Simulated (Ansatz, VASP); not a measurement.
# InP: VASP beside Ansatz

```xyz
2
Lattice="0.0000 2.9242 2.9849 2.9242 0.0000 2.9849 2.9242 2.9242 0.0000" Properties=species:S:1:pos:R:3 pbc="T T T"
In    0.0000    0.0000    0.0000
P     1.4621    1.4621    1.4925
```

Change from the starting cell: epitaxial_xy strain -1.0%.

Alike in both runs: task single point; functional PBE; k mesh 8 × 8 × 8; occupations fermi-dirac, width 0.02 eV; no spin polarisation.

|  | VASP | Ansatz |
| --- | --- | --- |
| version | VASP 6.6.1 | Ansatz 0.2.0 |
| potentials or method | VASP PAW PBE potentials, release 64 (In_d, P) | plane waves, PAW |
| plane-wave cutoff (eV) | 520 | 420 |
| valence electrons in the cell | 18 | 18 |

|  | VASP | Ansatz | Ansatz less VASP |
| --- | --- | --- | --- |
| pressure (GPa) | 2.3 | 2.3 | +0.05 |
| largest component of the traceless stress (GPa) | 0.58 | 0.58 | -0.001 |

The functional is the same, so the differences come from potentials, cutoffs and numerics.
